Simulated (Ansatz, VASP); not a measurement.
# Y3Hg: VASP beside Ansatz

Aim: how closely do two programs agree when they are given the same cell, functional and k mesh? The cell is invented: As first built, before any earlier steps moved the atoms (in the runner's words): it takes the Tb3Hg structure with some of its atoms replaced by other elements, volume scaled by an estimate. It may not be a known or stable phase. The cell is taken from a series of VASP runs on this material, whose earlier steps may have relaxed, scaled or displaced it; both programs get it as it stands.

Method: plane waves, with VASP 6.6.1 beside it; relaxation of cell and atoms at PBEsol, in Ansatz 0.2.0.

### Step 1. Starting point

The structure is cubic, space group Pm-3m (No. 221). Conventional cell: a = 4.738 Å, b = 4.738 Å, c = 4.738 Å, α = 90.00°, β = 90.00°, γ = 90.00°. Hg has 12 Y at 3.35 Å nearest. Nearest to Y lie 8 Y at 3.35 Å and 4 Hg at 3.35 Å. As first built, before any earlier steps moved the atoms (in the runner's words): sites of the Tb3Hg structure (space group 221) filled with other elements, volume scaled by an estimate. Farther neighbours are not listed.

### Step 2. Ansatz: relaxation of cell and atoms, PBEsol

Ansatz runs on its default PAW (the set named soft_2) files.

The relaxed volume is the usual yardstick between codes: its relative difference is about their pressure difference at one cell divided by the bulk modulus.

The input, input.yaml:

```yaml
crystal:
  lattice:
    - [4.7375615556, 0.0, 0.0]
    - [0.0, 4.7375615556, 0.0]
    - [0.0, 0.0, 4.7375615556]
  atoms:
    - { symbol: Hg, position: [0.0, 0.0, 0.0] }
    - { symbol: "Y", position: [0.5, 0.0, 0.5] }
    - { symbol: "Y", position: [0.5, 0.5, 0.0] }
    - { symbol: "Y", position: [0.0, 0.5, 0.5] }
hamiltonian:
  xc: pbesol
  pseudopotentials: { kind: paw }
kpoints:
  mp_grid: { grid: [4, 4, 4] }
scf:
  occupations: { method: gaussian, width: 0.05 }
relax:
  f_tol: 0.01
  max_steps: 60
  cell: { stress_tol: 0.05 }
output:
  forces: true
  stress: true
```

Launch:

```console
$ ansatz run input.yaml --threads 4 --pin off --max-ram 9216MiB --backend cpu --events-out ev --progress --plain --runs-dir out
```

Numbers of over 12 decimals in the logs are rounded to 6 here.

Log:

```text
Engine: ansatz 0.2.0, x86_64-unknown-linux-gnu
Pseudopotentials: kind: paw
Pseudopotential: Hg, paw, valence charge 20, recommended cutoff 420 eV (normal), Hg.paw.azcp
Pseudopotential: Y, paw, valence charge 11, recommended cutoff 420 eV (normal), Y.paw.azcp
Functional definition: PBEsol
  exchange = pbesol_x
  correlation = pbesol_c
Crystal: 4 atoms, lattice volume = 106.332 Å³
Basis set: ecut = 420 eV, 2103 PW (Γ), exchange–correlation on 64×64×64 points (8 copies of the dense FFT grid, shifted against one another)
Bands: 32, of which v1, the nominal top of the filled ones, is band 27 counted from 1 (26 counted from 0)
Symmetry: 48 space group operations
Space group: Pm-3m (ITA 221), of the structure as read, at distance tolerance 4.7e-5 Å
k-points: 10 of 64
Non-local potential: Hg, projectors of the file, l = 0: 3, l = 1: 2, l = 2: 2, l = 3: 1
Non-local potential: Y, projectors of the file, l = 0: 3, l = 1: 2, l = 2: 2, l = 3: 1
PAW form: soft (Blöchl's): semilocal exchange-correlation on the pseudo side does not see the compensation charge
PAW frozen core: Hg, regenerated for the run's functional, and the local potential with it (the file was generated under x = pbe(κ = 0.804, μ = 0.219515), c = pbe(β = 0.066725))
PAW frozen core: Y, regenerated for the run's functional, and the local potential with it (the file was generated under x = pbe(κ = 0.804, μ = 0.219515), c = pbe(β = 0.066725))
PAW one-centre angular grid: Hg, 590 points (default); XC on 64 Gauss nodes
PAW one-centre angular grid: Y, 590 points (default); XC on 64 Gauss nodes
Initial density: superposition of atomic densities (neutral atoms: chi_scale 0, normalization atom), corrected by the library's trained network
Initial wavefunctions: pseudopotential atomic-orbital guess
Functional: x = pbesol(κ = 0.804, μ = 0.123457), c = pbesol(β = 0.046)
SCF iter   1: F=—  HF=-25054.187195 eV  |F-HF|=—  |Δ(HF+E_count)|=         —  Δρ=3.73e-3  dr2=3.24e-2  ethr=1.77e-3  ⟨swp⟩=5.1  Hψ=1115  notcnv=0
preconditioner: auto → Kerker (q_TF=auto, 2.429 Å⁻¹)  [metal: Δε(μ)=0.046 eV  Ē_g=5.595 eV  σ=0.050 eV  W_gap=0.41  n_scr=26 (ndim 8)  ℏωp=16.5 eV  f_vac=0.000  D(μ)=9.17/eV (n_scr^D=92)]
SCF iter   2: F=—  HF=-25054.183813 eV  |F-HF|=—  |Δ(HF+E_count)|=   3.38e-3  Δρ=2.51e-3  dr2=1.60e-2  ethr=6.11e-5  ⟨swp⟩=1.1  Hψ=401  notcnv=0
SCF iter   3: F=—  HF=-25054.179995 eV  |F-HF|=—  |Δ(HF+E_count)|=   3.82e-3  Δρ=5.98e-4  dr2=5.36e-4  ethr=3.02e-5  ⟨swp⟩=2.0  Hψ=372  notcnv=0
SCF iter   4: F=—  HF=-25054.179916 eV  |F-HF|=—  |Δ(HF+E_count)|=   7.90e-5  Δρ=2.33e-4  dr2=1.28e-4  ethr=1.01e-6  ⟨swp⟩=2.0  Hψ=372  notcnv=0
SCF iter   5: F=—  HF=-25054.179887 eV  |F-HF|=—  |Δ(HF+E_count)|=   2.87e-5  Δρ=1.06e-4  dr2=2.13e-5  ethr=2.41e-7  ⟨swp⟩=2.0  Hψ=331  notcnv=0
SCF iter   6: F=—  HF=-25054.179862 eV  |F-HF|=—  |Δ(HF+E_count)|=   2.54e-5  Δρ=2.31e-5  dr2=8.31e-7  ethr=4.02e-8  ⟨swp⟩=2.0  Hψ=342  notcnv=0
SCF iter   7: F=-25054.179861 eV  HF=-25054.179861 eV  |F-HF|=2.42e-8  |Δ(HF+E_count)|=   1.33e-7  Δρ=4.81e-6  dr2=4.87e-8  ethr=1.89e-10  ⟨swp⟩=3.1  Hψ=1166  notcnv=0
SCF 1 converged in 7 iterations: F = -25054.179861 eV  dr2 = 4.87e-8
  greatest PAW one-centre occupation: 1.000 electrons in one spin orbital (limit 2), on the Hg atom at site 0 (counted from 0), in its partial waves of l = 0
relax step   1: F+E_penalty+E_count = -25054.17986142 eV  Δ(F+E_penalty+E_count) = +0.000e0 eV  max|allowed force component| = 2.304e-29 eV/Å  Δτ_max = 0.0000 Å  P = +0.254 GPa  Ω = 106.332 Å³  (7 SCF iters, dr2 threshold 1.00e-7 eV, accepted)
[...]
relax step   2: F+E_penalty+E_count = -25054.18017199 eV  Δ(F+E_penalty+E_count) = -3.106e-4 eV  max|allowed force component| = 8.513e-30 eV/Å  Δτ_max = 0.0000 Å  P = -0.085 GPa  Ω = 107.023 Å³  energy of the carried Pulay correction = -5.270e-5 eV  (5 SCF iters, dr2 threshold 1.62e-7 eV, accepted)
[...]
relax step   3: F+E_penalty+E_count = -25054.18023172 eV  Δ(F+E_penalty+E_count) = -5.973e-5 eV  max|allowed force component| = 1.029e-29 eV/Å  Δτ_max = 0.0000 Å  P = +0.000 GPa  Ω = 106.849 Å³  energy of the carried Pulay correction = -3.943e-5 eV  (5 SCF iters, dr2 threshold 1.82e-8 eV, accepted)
[...]
relax step   4: F+E_penalty+E_count = -25054.18027546 eV  Δ(F+E_penalty+E_count) = -4.374e-5 eV  max|allowed force component| = 5.801e-30 eV/Å  Δτ_max = 0.0000 Å  P = -0.000 GPa  Ω = 106.849 Å³  stress off target by 1.76e-4 GPa  SCF on the basis re-selected at this cell (its energy is not comparable with the rows above)  (5 SCF iters)
basis re-selected at this cell: Δ(F+E_penalty+E_count) = -4.374e-5 eV, ΔP = -0.000 GPa vs the last step (what re-selecting the basis moved, of the pressure what is left beyond the Pulay correction that the steps carried, after the strain that the cell walked since its last selection, with what the two solves' SCF thresholds leave and, on support functions, any second-order correction that the steps lacked; it is no m [...]
SCF converged after 5 iterations
Free energy (F): -25054.180275 eV
Harris-Foulkes:  -25054.180275 eV  (|F-HF|=0.00e0)
Internal energy: -25054.168657 eV  (E = F + TS)
E sigma→0 (E₀):  -25054.174466 eV
Entropy (-TS):   -0.011619 eV (-2.905 meV/atom)
Fermi energy:    12.163491 eV
--- Per-component energies (eV) ---
  E_band       = -716.659998
  E_kinetic    = 1521.913942
  E_local      = -4710.408100  (includes V_loc(G=0)·N_el)
  E_nonlocal   = 228.447151
  E_hartree    = 1853.545665
  E_xc         = -736.742835
  E_vxc        = -859.815869  (∫ρ·V_xc dr)
  E_paw        = -18118.652512  (= ΣΔE_a)
  E_vpaw       = -603.889402  (= ΣTr[D̂ρ^β])
  E_aug_tail   = 0.000872  (compensation charges beyond the density's cutoff)
  E_ewald      = -5093.047808
  E_core_change = 0.774970  (= ΣΔE_core)
  E_smearing   = -0.011619  (= −TS)
  E_closure    = 0.000000  (closes the sum)
  Σ components = -25054.180275   (vs F -25054.180275, Δ=0.00e0)
--- Forces (eV/Å), atoms counted from 1 ---
  atom   1  Hg     0.00000000     0.00000000    -0.00000000
  atom   2  Y      0.00000000    -0.00000000    -0.00000000
  atom   3  Y     -0.00000000     0.00000000     0.00000000
  atom   4  Y      0.00000000    -0.00000000     0.00000000
  max |Σ_I F_I| component: 4.14e-30 eV/Å
--- Stress (GPa, compression-positive) ---
       -0.000176       0.000000       0.000000
        0.000000      -0.000176      -0.000000
        0.000000      -0.000000      -0.000176
  P = ⅓ Tr σ = -0.0002 GPa (-0.002 kbar)
--- Relaxed structure (3 steps of the walk, 3 accepted, 1 SCFs on fresh bases) ---
  F+E_penalty+E_count = -25054.18027546 eV   max|allowed force component| = 5.801e-30 eV/Å   (the final SCF, on the basis selected at the relaxed cell)
  cell:  # Å, volume = 106.8485 Å³
    - [4.745218, 0, 0]
    - [0, 4.745218, 0.0]
    - [0, 0, 4.745218]
  atoms:
    - { symbol: Hg, position: [0, 0, 0] }
    - { symbol: Y, position: [0.5, 0, 0.5] }
    - { symbol: Y, position: [0.5, 0.5, 0] }
    - { symbol: Y, position: [0, 0.5, 0.5] }
```

Elapsed: 3.1 s, on 4 threads of Intel Xeon Platinum 8375C at 2.90GHz (Ice Lake), shared host; peak memory 0.52 GiB.

### Step 3. VASP: relaxation of cell and atoms, PBEsol

The same cell, functional, mesh and smearing now go to VASP, with its own data sets and cutoff.

Lines of VASP's logs that name or quote its potential files are left out, and so is its time.

The input, INCAR:

```
SYSTEM = Y3Hg
PREC = Accurate
ENCUT = 350
EDIFF = 1E-06
NELM = 120
ISMEAR = 0
SIGMA = 0.05
LREAL = .FALSE.
ALGO = Normal
GGA = PS
NBANDS = 28
LORBIT = 11
LWAVE = .FALSE.
LCHARG = .FALSE.
KPAR = 4
IBRION = 2
NSW = 30
ISIF = 3
EDIFFG = -0.02
POTIM = 0.4
```

The input, POSCAR:

```
Y3Hg
1.0
    4.7375615556      0.0000000000      0.0000000000
    0.0000000000      4.7375615556      0.0000000000
    0.0000000000      0.0000000000      4.7375615556
Hg Y
1 3
Direct
    0.0000000000      0.0000000000      0.0000000000
    0.5000000000      0.0000000000      0.5000000000
    0.5000000000      0.5000000000      0.0000000000
    0.0000000000      0.5000000000      0.5000000000
```

The input, KPOINTS:

```
Automatic mesh
0
Gamma
4 4 4
0 0 0
```

The projector-augmented-wave data sets are Hg and Y_sv (PBE family, release 64).

Launch:

```console
$ mpirun -np 4 vasp_std
```

Log:

```text
[banner, memory and clock lines left out]
running    4 mpi-ranks, on    1 nodes
 distrk:  each k-point on    1 cores,    4 groups
 distr:  one band on    1 cores,    1 groups

 POSCAR found type information on POSCAR HgY
 POSCAR found :  2 types and       4 ions
|                                                                             |
|               ----> ADVICE to this user running VASP <----                  |
|                                                                             |
|     You enforced a specific xc type in the INCAR file but a different       |
|     [... a line on the potential file left out ...]
|     I HOPE YOU KNOW WHAT YOU ARE DOING!                                     |
|                                                                             |

 LDA part: xc-table for (Slater+PW92), standard interpolation
 POSCAR, INCAR and KPOINTS ok, starting setup
 FFT: planning ... GRIDC
 FFT: planning ... GRID_SOFT
 FFT: planning ... GRID
 WAVECAR not read
 entering main loop
       N       E                     dE             d eps       ncg     rms          rms(c)
DAV:   1     0.230064592060E+03    0.23006E+03   -0.18540E+04   560   0.116E+03
DAV:   2    -0.874392924750E+00   -0.23094E+03   -0.22429E+03   604   0.329E+02
DAV:   3    -0.221128927745E+02   -0.21238E+02   -0.20595E+02   936   0.644E+01
DAV:   4    -0.229775241277E+02   -0.86463E+00   -0.84719E+00   768   0.124E+01
DAV:   5    -0.229951864370E+02   -0.17662E-01   -0.17643E-01   780   0.175E+00    0.450E+01
DAV:   6    -0.221166271699E+02    0.87856E+00   -0.20180E+00   612   0.907E+00    0.266E+01
DAV:   7    -0.219822873896E+02    0.13434E+00   -0.12237E+00   672   0.538E+00    0.345E+00
DAV:   8    -0.219814703923E+02    0.81700E-03   -0.18748E-01   716   0.159E+00    0.118E+00
DAV:   9    -0.219781780191E+02    0.32924E-02   -0.17372E-02   652   0.886E-01    0.521E-01
DAV:  10    -0.219778671134E+02    0.31091E-03   -0.30124E-03   784   0.300E-01    0.918E-02
DAV:  11    -0.219778754679E+02   -0.83545E-05   -0.17246E-04   828   0.723E-02    0.323E-02
DAV:  12    -0.219778737861E+02    0.16818E-05   -0.13511E-05   684   0.204E-02    0.586E-03
DAV:  13    -0.219778744417E+02   -0.65567E-06   -0.12837E-06   424   0.772E-03
   1 F= -.21977874E+02 E0= -.21972123E+02  d E =-.219779E+02
 curvature:   0.00 expect dE= 0.000E+00 dE for cont linesearch  0.000E+00
 trial: gam= 0.00000 g(F)=  0.000E+00 g(S)=  0.216E-05 ort = 0.000E+00 (trialstep = 0.100E+01)
 search vector abs. value=  0.216E-05
 reached required accuracy - stopping structural energy minimisation
```

OUTCAR, selected parts (step 3):

```text
ion  position               nearest neighbor table
   1  0.000  0.000  0.000-   2 3.35   3 3.35   4 3.35   2 3.35   4 3.35   3 3.35   4 3.35   4 3.35
                             2 3.35   3 3.35   2 3.35   3 3.35
   2  0.500  0.000  0.500-   1 3.35   3 3.35   4 3.35   1 3.35   3 3.35   3 3.35   4 3.35   3 3.35
                             1 3.35   4 3.35   1 3.35   4 3.35
   3  0.500  0.500  0.000-   1 3.35   2 3.35   4 3.35   2 3.35   4 3.35   1 3.35   2 3.35   2 3.35
                             1 3.35   4 3.35   4 3.35   1 3.35
   4  0.000  0.500  0.500-   1 3.35   2 3.35   3 3.35   1 3.35   3 3.35   1 3.35   2 3.35   1 3.35
                             2 3.35   3 3.35   3 3.35   2 3.35

  LATTYP: Found a simple cubic cell.
 ALAT       =     4.7375615556

 Subroutine GETGRP returns: Found 48 space group operations
 (whereof 48 operations were pure point group operations)

The static configuration has the point symmetry O_h .

 Found     10 irreducible k-points:

   k-points           NKPTS =     10   k-points in BZ     NKDIM =     10   number of bands    NBANDS=     28

   dimension x,y,z NGX =    30 NGY =   30 NGZ =   30
   dimension x,y,z NGXF=    60 NGYF=   60 NGZF=   60

   ENCUT  =  350.0 eV  25.72 Ry    5.07 a.u.   7.23  7.23  7.23*2*pi/ulx,y,z

   NELECT =      45.0000    total number of electrons

 k-points in reciprocal lattice and weights: Automatic mesh
   0.00000000  0.00000000  0.00000000       0.016
   0.25000000  0.00000000  0.00000000       0.094
   0.50000000  0.00000000  0.00000000       0.047
   0.25000000  0.25000000  0.00000000       0.188
   0.50000000  0.25000000  0.00000000       0.188
   0.50000000  0.50000000  0.00000000       0.047
   0.25000000  0.25000000  0.25000000       0.125
   0.50000000  0.25000000  0.25000000       0.188
   0.50000000  0.50000000  0.25000000       0.094
   0.50000000  0.50000000  0.50000000       0.016

 average (electrostatic) potential at core
       1 -39.6413       2 -36.6871       3 -36.6871       4 -36.6871

 E-fermi :   3.6827

 k-point     1 :       0.0000    0.0000    0.0000
  band No.  band energies     occupation
    ...
     20       3.3300      2.00000
     21       3.3300      2.00000
     22       3.3300      2.00000
     23       3.3391      2.00000
     24       3.3391      2.00000
     25       5.3105      0.00000
     26       5.3105      0.00000
     27       5.3105      0.00000
     28       7.2413      0.00000

 k-point     2 :       0.2500    0.0000    0.0000
  band No.  band energies     occupation
    ...
     19       0.9413      2.00000
     20       2.3071      2.00000
     21       3.3270      2.00000
     22       3.3270      2.00000
     23       3.4039      2.00000
     24       3.8367      0.00001
     25       4.9314      0.00000
     26       4.9314      0.00000
     27       5.1710      0.00000
     28       6.8066      0.00000

 k-point     3 :       0.5000    0.0000    0.0000
  band No.  band energies     occupation
    ...
     19       0.2108      2.00000
     20       2.2125      2.00000
     21       3.2009      2.00000
     22       3.2009      2.00000
     23       3.4901      2.00000
     24       4.7166      0.00000
     25       5.0675      0.00000
     26       5.0675      0.00000
     27       5.4821      0.00000
     28       5.8021      0.00000

  Total        0.0086480      0.0086480      0.0086480      0.0000000     -0.0000000     -0.0000000
  in kB        0.1303053      0.1303053      0.1303053      0.0000000     -0.0000000     -0.0000000
  external PRESSURE =       0.1303053 kB  Pullay stress =       0.0000000 kB

  energy-cutoff  :      350.00
  volume of cell :      106.33
      direct lattice vectors                 reciprocal lattice vectors
     4.737561556  0.000000000  0.000000000     0.211079052  0.000000000  0.000000000
     0.000000000  4.737561556  0.000000000     0.000000000  0.211079052  0.000000000
     0.000000000  0.000000000  4.737561556     0.000000000  0.000000000  0.211079052

 POSITION                                       TOTAL-FORCE (eV/Angst)
 -----------------------------------------------------------------------------------
      0.00000      0.00000      0.00000         0.000000      0.000000      0.000000
      2.36878      0.00000      2.36878         0.000000      0.000000      0.000000
      2.36878      2.36878      0.00000         0.000000      0.000000      0.000000
      0.00000      2.36878      2.36878         0.000000      0.000000      0.000000
 -----------------------------------------------------------------------------------
    total drift:                                0.000000      0.000000     -0.000000

  FREE ENERGIE OF THE ION-ELECTRON SYSTEM (eV)
  ---------------------------------------------------
  free  energy   TOTEN  =       -21.9778744417 eV

  energy  without entropy=      -21.9663724363  energy(sigma->0) =      -21.97212344

 reached required accuracy - stopping structural energy minimisation

 total charge
# of ion       s       p       d       f       tot
--------------------------------------------------
    1        0.827   0.552   9.167   0.000  10.546
    2        2.277   6.249   1.037   0.014   9.578
    3        2.277   6.249   1.037   0.014   9.578
    4        2.277   6.249   1.037   0.014   9.578
--------------------------------------------------
tot          7.657  19.300  12.278   0.042  39.278

[... 3 further parts left out ...]
```

CONTCAR:

```
Y3Hg
   1.00000000000000
     4.7375615556000001    0.0000000000000000    0.0000000000000000
     0.0000000000000000    4.7375615556000001    0.0000000000000000
     0.0000000000000000    0.0000000000000000    4.7375615556000001
  Hg              Y
     1     3
Direct
     0.0000000000000000    0.0000000000000000    0.0000000000000000
     0.5000000000000000    0.0000000000000000    0.5000000000000000
     0.5000000000000000    0.5000000000000000    0.0000000000000000
     0.0000000000000000    0.5000000000000000    0.5000000000000000
```

This run has no spin polarisation. Its electron count is odd, so without a moment it is a metal by construction.

### Step 4. Comparison

Known differences besides the potentials themselves: both relaxations stop at a tolerance, which leaves soft axes loose, and VASP keeps its plane-wave basis; the data sets hold 53 valence electrons in Ansatz (default PAW (the set named soft_2) files) and 45 in VASP; the cutoff is 420 eV in Ansatz and 350 eV in VASP; Ansatz makes its cores anew for this functional, VASP keeps those of its PBE data sets; VASP leaves aspherical gradient terms in its spheres out (LASPH is not set), Ansatz keeps them; Ansatz adds a Pulay correction to the stress that steers its cell, VASP none. Total energies have different zeros and are not compared.

Both answers:

```
                                         quantity  Ansatz    VASP  difference
                                      volume (Å³)  106.85  106.33     +0.49 %
edge a after relaxation, in the typed setting (Å)   4.745   4.738     +0.16 %
```

The walks stopped with 0.00 GPa left in Ansatz and 0.01 GPa in VASP; each walk ends within a tolerance, so the volume difference is uncertain by about these residues over the bulk modulus, most in soft cells.

### Step 5. What came out

| Quantity | Value |
| --- | --- |
| difference in volume (relaxation of cell and atoms, PBEsol) | 0.49 % |

What this shows: The difference in volume is 0.49 % (relaxation of cell and atoms, PBEsol), within the 1.2 % picked in this series as the mark of a large difference, as far as the stopping tolerances let one tell. Such differences can come from data sets, numerical settings and the points named under the comparisons, not from the functional's error against experiment.

[Lines on the potential files, build, host, timing and source positions are cut from VASP's logs without a mark.]

[Logs are printed without paths, hosts, clocks, repeated set-up lines and the standing remarks that a program may print on its own settings, such as how far it seeks lower states.]

[Hosts, paths, dates, database ids (printed as entryN), source tags and the programs' standing remarks are cut or masked in the printed files.]
